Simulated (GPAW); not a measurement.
Runs of GPAW 26.7.0 on CdSe (Cadmoselite). Symmetry: P6_3mc, No. 186, hexagonal system. The conventional cell has a = 4.384 Å, b = 4.384 Å, c = 7.158 Å, α = 90.00°, β = 90.00°, γ = 120.00°. Cd (site symmetry 3m) has 4 Se at 2.66 to 2.76 Å as nearest neighbours. Se (site symmetry 3m) has 4 Cd at 2.66 to 2.76 Å as nearest neighbours. 

```tsv
task	cell	smearing	response ecut	maxiter	response k mesh	response bands	kernels	gap on the mesh (eV)
dielectric tensor	P6_3mc, 29.79 Å³/atom	fermi-dirac 0.001 eV	80 eV	150	8 × 8 × 4	58	["RPA"]	0.57
single point	P6_3mc, 28.1 Å³/atom	fermi-dirac 0.05 eV	-	120	-	-	-	0.70
dielectric tensor	P6_3mc, 28.1 Å³/atom	fermi-dirac 0.001 eV	80 eV	150	8 × 8 × 4	58	["RPA"]	0.70
dielectric tensor	P6_3mc, 28.52 Å³/atom	fermi-dirac 0.001 eV	80 eV	150	8 × 8 × 4	58	["RPA"]	(a)
```

Alike in all rows: level PBE; potentials or basis GPAW PAW data sets (gpaw-data 1.2.1), pw; no spin polarisation; k mesh 6 × 6 × 3; cutoff (eV) 500.

Problem. Estimate the missing entries.

Solution. (a) 0.66.

Caveats: the gap is small at this level, which inflates the dielectric constant (some runs); the long-wavelength limit can be off by several per cent where d states take part (some runs); the cutoff is short for stress and forces, so pressures can be off by a GPa or more (some runs).

A k mesh can miss the band edges, and the runs leave out spin-orbit coupling on Cd, Se.
